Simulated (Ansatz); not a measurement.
# Relaxing TaAs

Method: Ansatz 0.2.0, DFT PBE, scalar-relativistic, plane waves, PAW.

The start is a database structure of TaAs, space group I4_1md (No. 109).

Input of the last, converged step (default PAW datasets):

```yaml
crystal:
  lattice:
    - [-1.7218133622, 1.7218133622, 5.8679415361]
    - [1.7218133622, -1.7218133622, 5.8679415361]
    - [1.7218133622, 1.7218133622, -5.8679415361]
  atoms:
    - { symbol: Ta, position: [0.4999673, 0.9999673, 0.5] }
    - { symbol: Ta, position: [0.7499673, 0.7499673, 0.0] }
    - { symbol: As, position: [0.08263212, 0.58263212, 0.5] }
    - { symbol: As, position: [0.33263212, 0.33263212, 0.0] }
basis:
  ecutwfc: 420
kpoints:
  mp_grid: { grid: [18, 18, 18] }
hamiltonian:
  xc: pbe
scf:
  occupations: { method: gaussian, width: 0.1 }
output:
  forces: true
  stress: true
  eigenvalues: true
relax:
  adjacent_minimum: "off"
  f_tol: 0.01
  max_steps: 80
  cell: { stress_tol: 0.05 }
```

Launched as:

```bash
ansatz run input.yaml --threads 1 --pin off --max-ram 2560MiB --backend cpu --events-out ev --progress --plain --runs-dir out
```

The run took 10 min on 1 thread of Arm Neoverse V1 (shared host), peak memory 1 GiB.

The program printed at the end:

```
SCF converged after 6 iterations
Free energy (F): -29578.957116 eV
Harris-Foulkes:  -29578.957116 eV  (|F-HF|=7.28e-12)
Internal energy: -29578.955451 eV  (E = F + TS)
E sigma→0 (E₀):  -29578.956284 eV
Entropy (-TS):   -0.001665 eV (-0.416 meV/atom)
Fermi energy:    16.838138 eV
--- Per-component energies (eV) ---
  E_band       = -564.121256
  E_kinetic    = 942.207771
  E_local      = -4078.061461  (includes V_loc(G=0)·N_el)
  E_nonlocal   = -1311.346338
  E_hartree    = 2109.390629
  E_xc         = -597.760039
  E_vxc        = -570.154090  (∫ρ·V_xc dr)
  E_paw        = -20465.779363  (= ΣΔE_a)
  E_vpaw       = 234.451317  (= ΣTr[D̂ρ^β])
  E_aug_tail   = 0.000308  (compensation charges beyond the density's cutoff)
  E_ewald      = -6177.606959
  E_smearing   = -0.001665  (= −TS)
  E_closure    = 0.000000  (closes the sum)
  Σ components = -29578.957116   (vs F -29578.957116, Δ=0.00e0)
--- Forces (eV/Å), atoms counted from 1 ---
  atom   1  Ta     0.00000000     0.00000000     0.00007384
  atom   2  Ta     0.00000000     0.00000000     0.00007384
  atom   3  As     0.00000000     0.00000000    -0.00007386
  atom   4  As     0.00000000     0.00000000    -0.00007386
  max |Σ_I F_I| component: 3.99e-8 eV/Å
--- Stress (GPa, compression-positive) ---
        0.002235       0.000000       0.000000
        0.000000       0.002235       0.000000
        0.000000       0.000000      -0.016391
  P = ⅓ Tr σ = -0.0040 GPa (-0.040 kbar)
--- Relaxed structure (4 steps of the walk, 3 accepted, 1 SCFs on fresh bases) ---
  F+E_penalty+E_count = -29578.95711631 eV   max|allowed force component| = 7.385e-5 eV/Å   (the final SCF, on the basis selected at the relaxed cell)
  cell:  # Å, volume = 70.3586 Å³
    - [-1.731449, 1.731449, 5.867294]
    - [1.731449, -1.731449, 5.867294]
    - [1.731449, 1.731449, -5.867294]
  atoms:
    - { symbol: Ta, position: [0.500174, 1.000174, 0.500000] }
    - { symbol: Ta, position: [0.750174, 0.750174, 0.000000] }
    - { symbol: As, position: [0.082425, 0.582425, 0.500000] }
    - { symbol: As, position: [0.332425, 0.332425, 0.000000] }
```

Total energies depend on the potentials used, so only differences within one code and one set of settings carry meaning.

The result has space group I4_1md (No. 109). Around Ta lie 6 As at 2.62–2.63 Å; As has 6 Ta at 2.62–2.63 Å.

Against the elements it lies at -0.55 eV/atom. Formation energies are uncorrected and refer to the elements' standard structures at the same level.

The k mesh leaves about 4 meV/atom of noise in metals. Spin–orbit coupling is left out.

A structure relaxed within its symmetry needn't be a true minimum.